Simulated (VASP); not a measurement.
# La (P6_3/mmc) in VASP: single point with PBE

Aim: the single point of La with PBE.

Everything below comes from runs of VASP 6.6.1. Logs are shortened: lines on timing, memory, paths and dates and some standing lists are left out, and cuts for length are marked.

## (1) The structure

It takes space group P6_3/mmc (No. 194, hexagonal). The conventional cell has a = 3.770 Å, b = 3.770 Å, c = 12.130 Å, α = 90.00°, β = 90.00°, γ = 120.00°. Around La (site symmetry -3m) lie 12 La at 3.73 to 3.77 Å. La (site symmetry -6m2) is surrounded by 12 La at 3.73 to 3.77 Å.

## (2) Single point, PBE

The input, INCAR:

```
SYSTEM = La
PREC     = Accurate       ! precision mode
ENCUT    = 520            ! plane-wave cutoff, eV
EDIFF    = 1E-6           ! SCF threshold, eV
ISMEAR   = 0              ! smearing method
SIGMA    = 0.05           ! smearing width, eV
LREAL    = .False.        ! projectors in reciprocal space
LASPH    = .True.         ! aspherical terms in the spheres
NELM     = 100            ! most SCF steps
ALGO     = Normal         ! electronic algorithm
ISIF     = 2              ! what is computed and relaxed
LWAVE    = .False.        ! write WAVECAR
LCHARG   = .False.        ! write CHGCAR
GGA      = PE             ! functional
NBANDS   = 30             ! bands
```

The input, KPOINTS:

```
regular mesh
0
Gamma
  6 6 2
  0 0 0
```

The input, POSCAR:

```
La
1.0
    3.7700000000      0.0000000000      0.0000000000
   -1.8850000000      3.2649157723      0.0000000000
    0.0000000000      0.0000000000     12.1300000000
La
4
Direct
    0.0000000000      0.0000000000      0.0000000000
    0.0000000000      0.0000000000      0.5000000000
    0.3333333333      0.6666666667      0.2500000000
    0.6666666667      0.3333333333      0.7500000000
```

Potentials or basis: VASP PAW PBE potentials, release 64 (La).

Run with:

```
cat potpaw_PBE.64/La/POTCAR > POTCAR
mpirun -np 1 vasp_std > vasp.out
```

OUTCAR:

```text
SYSTEM = La
   PREC = Accurate
   ENCUT = 520
   EDIFF = 1E-6
   ISMEAR = 0
   LREAL = .False.
   LASPH = .True.
   NELM = 100
   ISIF = 2
   GGA = PE

 ion  position               nearest neighbor table
   1  0.000  0.000  0.000-
   2  0.000  0.000  0.500-
   3  0.333  0.667  0.250-
   4  0.667  0.333  0.750-

  LATTYP: Found a hexagonal cell.
 ALAT       =     3.7700000000
 C/A-ratio  =     3.2175066313

  Lattice vectors:

 A1 = (   3.7700000000,   0.0000000000,   0.0000000000)
 A2 = (  -1.8850000000,   3.2649157723,   0.0000000000)
 A3 = (   0.0000000000,   0.0000000000,  12.1300000000)

Analysis of symmetry for initial positions (statically):
=====================================================================
 Subroutine PRICEL returns:
 Original cell was already a primitive cell.

 Routine SETGRP: Setting up the symmetry group for a
 hexagonal supercell.

 Subroutine GETGRP returns: Found 24 space group operations
 (whereof 12 operations were pure point group operations)
 out of a pool of 24 trial point group operations.

The static configuration has the point symmetry D_3d.
 The point group associated with its full space group is D_6h.

Analysis of symmetry for dynamics (positions and initial velocities):
=====================================================================
 Subroutine PRICEL returns:
 Original cell was already a primitive cell.

 Routine SETGRP: Setting up the symmetry group for a
 hexagonal supercell.

 Subroutine GETGRP returns: Found 24 space group operations
 (whereof 12 operations were pure point group operations)
 out of a pool of 24 trial point group operations.

The dynamic configuration has the point symmetry D_3d.
 The point group associated with its full space group is D_6h.

 Subroutine INISYM returns: Found 24 space group operations
 (whereof 12 operations are pure point group operations),
 and found     1 'primitive' translations

----------------------------------------------------------------------------------------

                                     Primitive cell

  volume of cell :     149.3049

  direct lattice vectors                    reciprocal lattice vectors
     3.770000000  0.000000000  0.000000000     0.265251989  0.153143307  0.000000000
    -1.885000000  3.264915772  0.000000000     0.000000000  0.306286615  0.000000000
     0.000000000  0.000000000 12.130000000     0.000000000  0.000000000  0.082440231

[... 75 lines left out ...]
   NELM   =    100;   NELMIN=  2; NELMDL= -5     # of ELM steps
   EDIFF  = 0.1E-05   stopping-criterion for ELM
   LREAL  =      F    real-space projection
   EDIFFG = 0.1E-04   stopping-criterion for IOM
   NSW    =      0    number of steps for IOM
   IBRION =     -1    ionic relax: 0-MD 1-quasi-New 2-CG
   NFREE  =      0    steps in history (QN), initial steepest desc. (CG)
   ISIF   =      2    stress and relaxation
   ISYM   =      2    0-nonsym 1-usesym 2-fastsym
   POTIM  = 0.5000    time-step for ionic-motion
   TEBEG  =    0.0;   TEEND  =   0.0 temperature during run
   PSTRESS=    0.0 pullay stress
   NELECT =      44.0000    total number of electrons
   NUPDOWN=      -1.0000    fix difference up-down
   EMIN   =  10.00;   EMAX   =-10.00  energy-range for DOS
   EFERMI =   0.00;   METHOD = LEGACY
   ISMEAR =     0;   SIGMA  =   0.05  broadening in eV -4-tet -1-fermi 0-gaus
   EFERMI_NEDOS =   21; number of points for ismear=-14 and -15
   IALGO  =     38    algorithm
   IMIX   =      4    mixing-type and parameters
     AMIX     =   0.40;   BMIX     =  1.00
     AMIX_MAG =   1.60;   BMIX_MAG =  1.00
  volume/ion in A,a.u.               =      37.33       251.89
  Fermi-wavevector in a.u.,A,eV,Ry     =   1.089434  2.058732 16.148305  1.186867
  Thomas-Fermi vector in A             =   2.225637
   LORBIT       =      0    0 simple, 1 ext, 2 COOP (PROOUT), +10 PAW based schemes
   GGA     = PE    functional components
   LHFCALC =     F    Hartree Fock is set to
   AEXX    =    0.0000 exact exchange contribution
   IVDW    =     0    specifies the selected vdW correction
   LEPSILON=     F    determine dielectric tensor
   LRPA    =     F    only Hartree local field effects (RPA)
 non-spin polarized calculation
 Gauss-broadening in eV      SIGMA  =   0.05
  energy-cutoff  :      520.00
  volume of cell :      149.30
 maximum number of plane-waves:      4044
 NGX is ok and might be reduce to    28
   NGX = 13   NGY = 13   NGZ = 45

 number of electron      43.9999999 magnetization

 Free energy of the ion-electron system (eV)
  ---------------------------------------------------
  ext. energy  EPLUGINS =         0.00000000
  ---------------------------------------------------
  free energy    TOTEN  =       -19.57495355 eV

  energy without entropy =      -19.56876543  energy(sigma->0) =      -19.57185949

 E-fermi :   7.8680     XC(G=0):  -9.5407

 val. band max:        7.8285306158   @ k =   0.3333   0.3333   0.0000
 cond. band min:       7.8886906385   @ k =   0.1667   0.1667   0.0000
 fundamental gap:      0.0601600227
 Fermi energy:         7.8680362422

 k-point     1 :       0.0000    0.0000    0.0000
  band No.  band energies     occupation
      1     -25.0645      2.00000
      2     -24.9757      2.00000
      3     -24.9522      2.00000
      4     -24.8601      2.00000
      5      -9.4549      2.00000
      6      -8.8077      2.00000
[... 451 lines left out ...]
     29       9.3753      0.00000
     30       9.3843      0.00000

------------------------ aborting loop because EDIFF is reached ----------------------------------------

  FORCE on cell =-STRESS in cart. coord.  units (eV):
  Direction    XX          YY          ZZ          XY          YZ          ZX
  --------------------------------------------------------------------------------------
  -------------------------------------------------------------------------------------
  Total        0.1527016      0.1527016      0.0061974      0.0000000      0.0000000      0.0000000
  in kB        1.6386266      1.6386266      0.0665037      0.0000000      0.0000000      0.0000000
  external PRESSURE =       1.1145857 kB  Pullay stress =       0.0000000 kB

 VOLUME and BASIS-vectors are now :
 -----------------------------------------------------------------------------
  energy-cutoff  :      520.00
  volume of cell :      149.30
      direct lattice vectors                 reciprocal lattice vectors
     3.770000000  0.000000000  0.000000000     0.265251989  0.153143307  0.000000000
    -1.885000000  3.264915772  0.000000000     0.000000000  0.306286615  0.000000000
     0.000000000  0.000000000 12.130000000     0.000000000  0.000000000  0.082440231

 POSITION                                       TOTAL-FORCE (eV/Angst)
 -----------------------------------------------------------------------------------
      0.00000      0.00000      0.00000        -0.000000      0.000000     -0.000000
      0.00000      0.00000      6.06500        -0.000000      0.000000     -0.000000
     -0.00000      2.17661      3.03250        -0.000000      0.000000     -0.000000
      1.88500      1.08831      9.09750         0.000000     -0.000000      0.000000
 -----------------------------------------------------------------------------------
    total drift:                                0.000000     -0.000000      0.000000

  FREE ENERGIE OF THE ION-ELECTRON SYSTEM (eV)
  ---------------------------------------------------
  free  energy   TOTEN  =       -19.5749535485 eV

  energy  without entropy=      -19.5687654311  energy(sigma->0) =      -19.57185949
```

stdout:

```text
POSCAR found type information on POSCAR La
 POSCAR found :  1 types and       4 ions
 scaLAPACK will be used
 LDA part: xc-table for (Slater+PW92), standard interpolation
 POSCAR, INCAR and KPOINTS ok, starting setup
 FFT: planning ... GRIDC
 FFT: planning ... GRID_SOFT
 FFT: planning ... GRID
 WAVECAR not read
 entering main loop
```

Run time: 95 s. Hardware: 1 thread of Intel Xeon Platinum 8488C (Sapphire Rapids), shared host; peak memory 0.26 GiB.

Results:

```yaml
Free_energy: -19.5750 eV
Pressure: 0.1 GPa
Band_gap_on_the_k_mesh: none (metal or under the smearing width)
```

Spin-orbit coupling is left out, which matters for the levels of La.
